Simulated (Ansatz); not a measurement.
# O on Ta(100): change of the work function, part 3 of 5

Aim: the work function of Ta(100) at several coverages of O (top site), and the dipole that each adsorbate carries.

Ansatz 0.2.0; plane-wave DFT, RPBE, Ansatz PAW.

So far, work function, upper face (eV): step 2 (the clean slab) 3.65; step 3 (46 atoms, coverage 0.111 ML, cell 3x3) 4.10.

## (4) The covered slab, k-mesh 5×5×1, coverage 0.25 ML

System of this step: Ta20O (O/Ta(100)). The cell holds 21 atoms: 20 Ta and 1 O. Its edges and angles: a = 6.620 Å, b = 6.620 Å, c = 26.886 Å, α = 90.0°, β = 90.0°, γ = 90.0°. Vacuum lies along c.

Another coverage, to see how the dipoles act on each other as their distance changes.

Contents of input.yaml:

```yaml
crystal:
  lattice:
    - [6.62, 0.0, 0.0]
    - [0.0, 6.62, 0.0]
    - [0.0, 0.0, 26.8864595548]
  atoms:
    - { symbol: Ta, position: [0.0, 0.0, 0.3347409867] }
    - { symbol: Ta, position: [0.25, 0.25, 0.3962961348] }
    - { symbol: Ta, position: [0.0, 0.0, 0.4592023198] }
    - { symbol: Ta, position: [0.25, 0.25, 0.5227673784] }
    - { symbol: Ta, position: [0.0, 0.0, 0.5774824879] }
    - { symbol: Ta, position: [0.0, 0.5, 0.3347409867] }
    - { symbol: Ta, position: [0.25, 0.75, 0.3962961348] }
    - { symbol: Ta, position: [0.0, 0.5, 0.4592023198] }
    - { symbol: Ta, position: [0.25, 0.75, 0.5227673784] }
    - { symbol: Ta, position: [0.0, 0.5, 0.5774824879] }
    - { symbol: Ta, position: [0.5, 0.0, 0.3347409867] }
    - { symbol: Ta, position: [0.75, 0.25, 0.3962961348] }
    - { symbol: Ta, position: [0.5, 0.0, 0.4592023198] }
    - { symbol: Ta, position: [0.75, 0.25, 0.5227673784] }
    - { symbol: Ta, position: [0.5, 0.0, 0.5774824879] }
    - { symbol: Ta, position: [0.5, 0.5, 0.3347409867] }
    - { symbol: Ta, position: [0.75, 0.75, 0.3962961348] }
    - { symbol: Ta, position: [0.5, 0.5, 0.4592023198] }
    - { symbol: Ta, position: [0.75, 0.75, 0.5227673784] }
    - { symbol: Ta, position: [0.5, 0.5, 0.5774824879] }
    - { symbol: O, position: [0.0, 0.0, 0.6652590133] }
kpoints:
  mp_grid: { grid: [5, 5, 1] }
hamiltonian:
  xc: rpbe
scf:
  occupations: { method: fermi_dirac, width: 0.1 }
  convergence: { dr2_threshold: 1.0e-08 }
efield:
  axis: 3
  dipole_correction: true
  ramp_position: 0.97
  ramp_width: 0.06
relax:
  f_tol: 0.02
  max_steps: 60
  constraints: [{ sites: [0, 1, 5, 6, 10, 11, 15, 16] }]
output:
  bader: true
  dos: { projected: true, e_range: [-8, 4] }
  write_potential: true
  write_density: true
  volumetric_format: npy
  elf: true
```

Started as:

```
ansatz run input.yaml --threads 4 --pin off --max-ram 12288MiB --backend cpu --events-out ev --progress --plain --runs-dir out
```

Numbers of over 12 decimals in the logs are rounded to 6 here.

The log of the run:

```text
[...]
Crystal: 21 atoms, lattice volume = 1178.283 Å³
Basis set: ecut = 420 eV, 22993 PW (Γ), exchange–correlation on 90×90×360 points (8 copies of the dense FFT grid, shifted against one another)
Bands: 160, of which v1, the nominal top of the filled ones, is band 133 counted from 1 (132 counted from 0)
Symmetry: 8 space group operations
[...]
k-points: 6 of 25
[...]
SCF iter   1: F=—  HF=-199451.299203 eV  |F-HF|=—  |Δ(HF+E_count)|=         —  Δρ=9.39e-3  dr2=1.50e1  ethr=1.77e-3  p=-0.587 e·Å  D=-9.02e-2 V/Å  ΔV_dip=2.43 eV  dr2_dipole=9.03e-1  V_vac-E_F(+/−)=6.39/3.96 eV  ⟨swp⟩=12.8  Hψ=5104  notcnv=0
[...]
SCF iter  10: F=-199450.642104 eV  HF=-199450.642104 eV  |F-HF|=2.04e-8  |Δ(HF+E_count)|=   9.84e-8  Δρ=5.61e-7  dr2=8.13e-9  ethr=3.76e-12  p=-0.485 e·Å  D=-7.45e-2 V/Å  ΔV_dip=2.00 eV  dr2_dipole=1.12e-9  V_vac-E_F(+/−)=5.87/3.86 eV  ⟨swp⟩=12.8  Hψ=8125  notcnv=0
SCF 1 converged in 10 iterations: F = -199450.642104 eV  dr2 = 8.13e-9
[...]
relax step   1: F+E_penalty+E_count = -199450.64210365 eV  Δ(F+E_penalty+E_count) = +0.000e0 eV  max|allowed force component| = 6.299e0 eV/Å  Δτ_max = 0.0000 Å  (10 SCF iters, accepted)
[...]
SCF iter   9: F=-199452.704070 eV  HF=-199452.704070 eV  |F-HF|=2.77e-8  |Δ(HF+E_count)|=   7.99e-8  Δρ=4.89e-7  dr2=4.17e-9  ethr=3.76e-12  p=-0.364 e·Å  D=-5.60e-2 V/Å  ΔV_dip=1.50 eV  dr2_dipole=1.13e-11  V_vac-E_F(+/−)=5.36/3.86 eV  ⟨swp⟩=14.5  Hψ=7724  notcnv=0
SCF 2 converged in 9 iterations: F = -199452.704070 eV  dr2 = 4.17e-9
[...]
relax step   2: F+E_penalty+E_count = -199452.70406997 eV  Δ(F+E_penalty+E_count) = -2.062e0 eV  max|allowed force component| = 5.503e0 eV/Å  Δτ_max = 0.1933 Å  (9 SCF iters, accepted)
[...]
SCF iter  10: F=-199452.954310 eV  HF=-199452.954310 eV  |F-HF|=2.47e-9  |Δ(HF+E_count)|=   4.71e-8  Δρ=4.53e-7  dr2=5.31e-9  ethr=3.76e-12  p=-0.146 e·Å  D=-2.24e-2 V/Å  ΔV_dip=0.60 eV  dr2_dipole=6.84e-10  V_vac-E_F(+/−)=4.46/3.85 eV  ⟨swp⟩=11.7  Hψ=7060  notcnv=0
SCF 3 converged in 10 iterations: F = -199452.954310 eV  dr2 = 5.31e-9
[...]
relax step   3: F+E_penalty+E_count = -199452.95431037 eV  Δ(F+E_penalty+E_count) = -2.502e-1 eV  max|allowed force component| = 8.725e0 eV/Å  Δτ_max = 0.1944 Å  (10 SCF iters, accepted)
[...]
relax step   4: F+E_penalty+E_count = -199453.50358305 eV  Δ(F+E_penalty+E_count) = -5.493e-1 eV  max|allowed force component| = 6.573e-1 eV/Å  Δτ_max = 0.1944 Å  (9 SCF iters, accepted)
[...]
relax step   5: F+E_penalty+E_count = -199453.47225058 eV  Δ(F+E_penalty+E_count) = +3.133e-2 eV  max|allowed force component| = 9.445e-1 eV/Å  Δτ_max = 0.1372 Å  (9 SCF iters, rejected (line search))
[...]
relax step   6: F+E_penalty+E_count = -199453.52698954 eV  Δ(F+E_penalty+E_count) = -2.341e-2 eV  max|allowed force component| = 7.256e-2 eV/Å  Δτ_max = 0.0526 Å  (9 SCF iters, accepted)
SCF iter   1: F=—  HF=-199453.527922 eV  |F-HF|=—  |Δ(HF+E_count)|=         —  Δρ=4.34e-4  dr2=4.24e-3  ethr=1.50e-5  p=-0.254 e·Å  D=-3.90e-2 V/Å  ΔV_dip=1.05 eV  dr2_dipole=2.35e-8  V_vac-E_F(+/−)=4.90/3.86 eV  ⟨swp⟩=2.0  Hψ=1485  notcnv=0
[...]
SCF iter   7: F=-199453.527336 eV  HF=-199453.527336 eV  |F-HF|=6.98e-10  |Δ(HF+E_count)|=   8.45e-8  Δρ=3.83e-7  dr2=6.71e-9  ethr=3.76e-12  p=-0.253 e·Å  D=-3.89e-2 V/Å  ΔV_dip=1.05 eV  dr2_dipole=2.03e-9  V_vac-E_F(+/−)=4.90/3.85 eV  ⟨swp⟩=12.3  Hψ=7472  notcnv=0
SCF 7 converged in 7 iterations: F = -199453.527336 eV  dr2 = 6.71e-9
relax step   7: F+E_penalty+E_count = -199453.52733551 eV  Δ(F+E_penalty+E_count) = -3.460e-4 eV  max|allowed force component| = 1.107e-2 eV/Å  Δτ_max = 0.0100 Å  (7 SCF iters, accepted)
[...]
SCF converged after 7 iterations
Free energy (F): -199453.527336 eV
[...]
Internal energy: -199452.876945 eV  (E = F + TS)
E sigma→0 (E₀):  -199453.202140 eV
Entropy (-TS):   -0.650390 eV (-30.971 meV/atom)
Fermi energy:    2.996834 eV
Dipole field:    D = -0.038901 V/Å  (p = -0.253307 e·Å, saw-weighted, corrected)
Work function:   Φ+ = 4.9004 eV   Φ− = 3.8545 eV
[...]
--- Forces (eV/Å), atoms counted from 1 ---
  atom   1  Ta     0.00000000     0.00000000     1.07806469
  atom   2  Ta    -0.00037674    -0.00037674    -1.13988593
  atom   3  Ta     0.00000000     0.00000000     0.00819568
  atom   4  Ta     0.00451971     0.00451971     0.00432185
  atom   5  Ta     0.00000000     0.00000000     0.00544384
  atom   6  Ta     0.00000000     0.00000000     1.12644785
  atom   7  Ta    -0.00037674     0.00037674    -1.13988593
  atom   8  Ta    -0.00000000     0.00000000    -0.00323125
  atom   9  Ta     0.00451971    -0.00451971     0.00432185
  atom  10  Ta     0.00000000     0.00000000    -0.00026762
  atom  11  Ta     0.00000000     0.00000000     1.12644785
  atom  12  Ta     0.00037674    -0.00037674    -1.13988593
  atom  13  Ta    -0.00000000     0.00000000    -0.00323125
  atom  14  Ta    -0.00451971     0.00451971     0.00432185
  atom  15  Ta     0.00000000     0.00000000    -0.00026762
  atom  16  Ta    -0.00000000     0.00000000     1.21574828
  atom  17  Ta     0.00037674     0.00037674    -1.13988593
  atom  18  Ta     0.00000000     0.00000000    -0.00103474
  atom  19  Ta    -0.00451971    -0.00451971     0.00432185
  atom  20  Ta     0.00000000     0.00000000    -0.01107190
  atom  21  O      0.00000000     0.00000000     0.00108203
  max |Σ_I F_I| component: 6.95e-5 eV/Å
--- Band table (eV; the first three rows and the last of 6) ---
  k-point 0: bands = [... 129 lower, 2.9150, 3.1501, 3.1501, 3.4721, 3.4721, 3.4973, 3.4973, 3.7986, ... 23 higher]
  k-point 1: bands = [... 129 lower, 2.9164, 3.1135, 3.1246, 3.2528, 3.2848, 3.3359, 3.3452, 3.4768, ... 23 higher]
  k-point 2: bands = [... 129 lower, 2.6946, 2.7833, 2.8903, 2.9901, 2.9997, 3.2005, 3.2242, 3.2714, ... 23 higher]
  k-point 5: bands = [... 129 lower, 2.1964, 2.2671, 2.2759, 2.3662, 2.4694, 2.5500, 2.8639, 3.2707, ... 23 higher]
--- Relaxed structure (7 steps of the walk, 6 accepted, 0 SCFs on fresh bases) ---
  F+E_penalty+E_count = -199453.52733551 eV   max|allowed force component| = 1.107e-2 eV/Å
  atoms:
    - { symbol: Ta, position: [0.0, 0.0, 0.3347409867] }
    - { symbol: Ta, position: [0.25, 0.25, 0.3962961348] }
    - { symbol: Ta, position: [0, 0.0, 0.457846] }
    - { symbol: Ta, position: [0.248556, 0.248556, 0.522898] }
    - { symbol: Ta, position: [0, 0.0, 0.591611] }
    - { symbol: Ta, position: [0.0, 0.5, 0.3347409867] }
    - { symbol: Ta, position: [0.25, 0.750000, 0.3962961348] }
    - { symbol: Ta, position: [0, 0.5, 0.459393] }
    - { symbol: Ta, position: [0.248556, 0.751444, 0.522898] }
    - { symbol: Ta, position: [0, 0.5, 0.578361] }
    - { symbol: Ta, position: [0.5, 0.0, 0.3347409867] }
    - { symbol: Ta, position: [0.750000, 0.25, 0.3962961348] }
    - { symbol: Ta, position: [0.5, 0.0, 0.459393] }
    - { symbol: Ta, position: [0.751444, 0.248556, 0.522898] }
    - { symbol: Ta, position: [0.5, 0.0, 0.578361] }
    - { symbol: Ta, position: [0.5, 0.5, 0.3347409867] }
    - { symbol: Ta, position: [0.750000, 0.750000, 0.3962961348] }
    - { symbol: Ta, position: [0.5, 0.5, 0.459112] }
    - { symbol: Ta, position: [0.751444, 0.751444, 0.522898] }
    - { symbol: Ta, position: [0.5, 0.5, 0.574425] }
    - { symbol: O, position: [0, 0.0, 0.657329] }
--- Bader charges: 21 sites ---
  site symbol  charge [e]  shift [e]
     0     Ta     -0.1276     0.0000
     1     Ta      0.0620     0.0000
     2     Ta      0.0507     0.0000
     3     Ta      0.0140     0.0000
     4     Ta      0.9822     0.0039
     5     Ta     -0.1359     0.0000
     6     Ta      0.0620     0.0000
     7     Ta      0.1590     0.0000
     8     Ta      0.0140     0.0000
     9     Ta     -0.0996     0.0000
    10     Ta     -0.1359     0.0000
    11     Ta      0.0620     0.0000
    12     Ta      0.1590     0.0000
    13     Ta      0.0140     0.0000
    14     Ta     -0.0996     0.0000
    15     Ta     -0.1278     0.0000
    16     Ta      0.0619     0.0000
    17     Ta      0.1516     0.0000
    18     Ta      0.0140     0.0000
    19     Ta     -0.0860     0.0001
    20      O     -0.9939     0.0039
  estimated error of the sums over rays = 7.6e-4 e
```

The job ended after 5 min (4 threads of Arm Neoverse V2, shared host; peak memory 4 GiB; 20 min of CPU time).

Step by step:

```
step  energy less that of the first step (eV)  largest force component (eV/Å)
   1                                   0.0000                          6.2986
   2                                  -2.0620                          5.5028
   3                                  -2.3122                          8.7254
   4                                  -2.8615                          0.6573
   5                                  -2.8301                          0.9445
   6                                  -2.8849                          0.0726
   7                                  -2.8852                          0.0111
```

Relaxation step 5 was tried and not accepted.

The run keeps the 8 symmetry operations that it works with, so distortions that break them were not tested.

The atoms that moved most (Å):

```
atom      dx      dy      dz  length
 Ta5   0.000   0.000   0.380   0.380
 O21   0.000   0.000  -0.213   0.213
Ta20   0.000   0.000  -0.082   0.082
 Ta3   0.000   0.000  -0.036   0.036
Ta15   0.000   0.000   0.024   0.024
Ta10   0.000   0.000   0.024   0.024
 Ta9  -0.010   0.010   0.004   0.014
Ta14   0.010  -0.010   0.004   0.014
```

Final coordinates:

```cif
data_structure
_symmetry_space_group_name_H-M 'P 1'
_symmetry_Int_Tables_number 1
_cell_length_a 6.6200
_cell_length_b 6.6200
_cell_length_c 26.8865
_cell_angle_alpha 90.000
_cell_angle_beta 90.000
_cell_angle_gamma 90.000
_cell_volume 1178.28
loop_
_atom_site_label
_atom_site_type_symbol
_atom_site_fract_x
_atom_site_fract_y
_atom_site_fract_z
_atom_site_occupancy
Ta1 Ta 0.00000 0.00000 0.33474 1
Ta2 Ta 0.25000 0.25000 0.39630 1
Ta3 Ta 0.00000 0.00000 0.45785 1
Ta4 Ta 0.24856 0.24856 0.52290 1
Ta5 Ta 0.00000 0.00000 0.59161 1
Ta6 Ta 0.00000 0.50000 0.33474 1
Ta7 Ta 0.25000 0.75000 0.39630 1
Ta8 Ta 0.00000 0.50000 0.45939 1
Ta9 Ta 0.24856 0.75144 0.52290 1
Ta10 Ta 0.00000 0.50000 0.57836 1
Ta11 Ta 0.50000 0.00000 0.33474 1
Ta12 Ta 0.75000 0.25000 0.39630 1
Ta13 Ta 0.50000 0.00000 0.45939 1
Ta14 Ta 0.75144 0.24856 0.52290 1
Ta15 Ta 0.50000 0.00000 0.57836 1
Ta16 Ta 0.50000 0.50000 0.33474 1
Ta17 Ta 0.75000 0.75000 0.39630 1
Ta18 Ta 0.50000 0.50000 0.45911 1
Ta19 Ta 0.75144 0.75144 0.52290 1
Ta20 Ta 0.50000 0.50000 0.57442 1
O21 O 0.00000 0.00000 0.65733 1
```

Numbers from this step:

```
energy at zero smearing        : -199453.2021 eV
work function, upper face      : 4.900 eV
work function, lower face      : 3.855 eV
dipole along the normal        : -0.2533 e·Å
step between the vacuum levels : 1.046 eV
```

The density of states has structure finer than the step of the table below, so its rows give means over 0.25 eV, whole bins alone (the curve runs from -8 to 1.98 eV). Peaks (eV: height): -2.320: 75.5, -2.170: 53.8, -1.350: 54.2, -1.140: 53.6, -0.720: 40.1, 0.540: 40.5, 0.630: 49.8.

Table of density of states by energy, zero at the Fermi level; means over each step:

energy (eV), density of states (states/eV a cell) and a bar:
```
    -7.75        0.0 
    -7.50        0.1 
    -7.25        1.2 #
    -7.00        1.2 #
    -6.75        1.5 #
    -6.50        2.2 ##
    -6.25        1.0 #
    -6.00        2.0 #
    -5.75        4.5 ###
    -5.50        2.0 #
    -5.25        5.4 ####
    -5.00        1.6 #
    -4.75        6.8 #####
    -4.50        5.2 ####
    -4.25        6.3 ####
    -4.00       15.0 ###########
    -3.75       19.7 ##############
    -3.50       24.8 ##################
    -3.25       21.6 ###############
    -3.00       20.9 ###############
    -2.75       22.7 ################
    -2.50       17.5 ############
    -2.25       22.6 ################
    -2.00       16.4 ############
    -1.75       16.5 ############
    -1.50       28.5 ####################
    -1.25       42.1 ##############################
    -1.00       31.7 #######################
    -0.75       29.5 #####################
    -0.50       26.1 ###################
    -0.25       25.6 ##################
     0.00       16.5 ############
     0.25       18.9 #############
     0.50       30.9 ######################
     0.75       25.2 ##################
     1.00       21.9 ################
     1.25       17.6 #############
     1.50       12.5 #########
     1.75       19.3 ##############
```

Projected DOS per atom over height of the atomic layer and energy from the Fermi level. Layers: Ta4 Ta4 Ta4 Ta4 Ta3 Ta O from below.

Ten even steps from '_' (0.00 states/eV) to '@' (4.13 states/eV), each cell a mean:
```
==..::..--..__
::__....--::__
==......==::__
**::....--::__
::....::::..__
--::--::--..__
==--==--==::__
------====..__
::::......____
..::..::......
::::::::::....
::::::::..==@@
....::....==%%
__......__....
______________
______________
______________
______________
______________
______________
______________
______________
```
Columns: height of the atomic layer (Å) from 9 to 17.7 (not evenly spaced); rows upwards: energy from the Fermi level (eV) from -7.96 to 1.95.

ELF in the ca plane at fractional y = 0.000, with atoms of Ta and O within 0.2 Å of it. It is the smooth field of the valence electrons, not physical close to the nuclei.

Ten even steps from '0' (0.00) to '9' (0.88), each cell a mean:
```
45733523754732441485574878985200000000000000
77435642577523553257753789874100000000000000
33345554222235555433312566542100000000000000
34565455433455446764211233210000000000000000
45665456544555456765321000000000000000000000
23455555322245565432111000000000000000000000
55335653345324663355410000000000000000000000
77634532677732543677741000000000000000000000
13743523731742434722761000000000000000000000
45733522754742443755851000000000000000000000
77535642477623653577621000000000000000000000
33345554222235664332211000000000000000000000
34565456533455556543221000000000000000000000
45665456544555446765321111100000000000000000
23455555322245555543211355421000000000000000
55335643355324554235532688753100000000000000
77634532677732542377763889985200000000000000
13743423732741431582264857995210000000000000
```
Columns run along c (16.0 Å, from fractional 0.33 to 0.92 of the cell), rows up along a (6.6 Å). Atoms in or near the plane, at fractional coordinates: Ta at (0.33, 0.00), Ta at (0.46, 0.00), Ta at (0.59, 0.00), Ta at (0.33, 0.50), Ta at (0.46, 0.50), Ta at (0.58, 0.50), O at (0.66, 0.00).

Valence density in the ca plane at fractional y = 0.000, with atoms of Ta and O within 0.2 Å of it. It is the smooth field of the valence electrons, not physical close to the nuclei.

Ten even steps from '0' (0.0 e/Å³) to '9' (6.6 e/Å³), each cell a mean:
```
66410001466410000146642476200000000000000000
43100000134200000023320121000000000000000000
00000000000000000000000000000000000000000000
00000000000000000000000000000000000000000000
00000000000000000000000000000000000000000000
00000000000000000000000000000000000000000000
22100000012100000122100000000000000000000000
65300000256410000355300000000000000000000000
56410001465520001555510000000000000000000000
66410000366510001466410000000000000000000000
43100000134200000233200000000000000000000000
00000000000000000000000000000000000000000000
00000000000000000000000000000000000000000000
00000000000000000000000000000000000000000000
00000000000000000000000000000000000000000000
22100000122100000012210010000000000000000000
65300000355310000035531244100000000000000000
56410001565510000156552599300000000000000000
```
Columns run along c (16.0 Å, from fractional 0.33 to 0.92 of the cell), rows up along a (6.6 Å). Atoms in or near the plane, at fractional coordinates: Ta at (0.33, 0.00), Ta at (0.46, 0.00), Ta at (0.59, 0.00), Ta at (0.33, 0.50), Ta at (0.46, 0.50), Ta at (0.58, 0.50), O at (0.66, 0.00).

Electrostatic potential energy in the ca plane at fractional y = 0.000, with atoms of Ta and O within 0.2 Å of it. With pseudopotentials it is smooth inside the atoms' cores, unlike the true potential.

Values in eV, 10 rows by 16 columns, each cell a mean:
```
-48  -4  -4 -48 -18   4 -22 -47 -18 -12   8   8   8   8   8   7
 -8   3   3  -7   0   5  -1  -8   4   8   8   8   8   8   8   7
  3   5   5   3   4   4   4   3   6   8   8   8   8   8   8   7
-17   2   2 -16  -5   4 -13 -11   4   7   8   8   8   8   8   7
-57  -6  -5 -56 -25   0 -47 -39   1   6   7   8   8   8   8   7
-48  -4  -3 -47 -20   1 -40 -33   2   6   7   8   8   8   8   7
 -8   3   3  -7   0   4  -5  -4   5   7   8   8   8   8   8   7
  3   5   5   3   4   4   4   2   6   8   8   8   8   8   8   7
-17   2   1 -17  -4   5  -6 -17   1   5   8   8   8   8   8   7
-57  -6  -6 -57 -23   4 -27 -55 -26 -20   8   8   8   8   8   7
```
Columns run along c (16.0 Å, from fractional 0.33 to 0.92 of the cell; values clipped at the 3rd and 97th percentile), rows up along a (6.6 Å). Atoms in or near the plane, at fractional coordinates: Ta at (0.33, 0.00), Ta at (0.46, 0.00), Ta at (0.59, 0.00), Ta at (0.33, 0.50), Ta at (0.46, 0.50), Ta at (0.58, 0.50), O at (0.66, 0.00).

The relaxation took 7 steps and lowered the energy by 2.9 eV; the largest force on the free atoms ends at 0.011 eV/Å.

By hand: a sheet of dipoles makes a step −p/(ε₀A) in the electron's potential. With e/ε₀ = 180.95 V·Å, p = -0.2533 e·Å and A = 43.82 Å², that is −180.95 × (-0.2533) / 43.82 = +1.046 eV, and the two vacuum levels of the run differ by +1.046 eV.

The covered face has 4.90 eV, +1.25 eV against the clean one; the bare back face has moved by +0.02 eV, a measure of how thin the slab is.

[end of part 3 of 5]

[Logs are printed without paths, hosts, clocks, repeated set-up lines and the standing remarks that a program may print on its own settings, such as how far it seeks lower states.]

[Hosts, paths, dates, database ids (printed as entryN), source tags and the programs' standing remarks are cut or masked in the printed files.]

[Maps of the electrostatic potential energy from Ansatz leave out the sawtooth potential of an applied field or a dipole correction, so their vacuum need not be flat; planar profiles and work functions include it.]

[The density of states shown here was stored with 400 of the rows of the run's finer table, so its peaks can read low, often by over a quarter, or be missed, and its means over a window can be off by a tenth or more.]
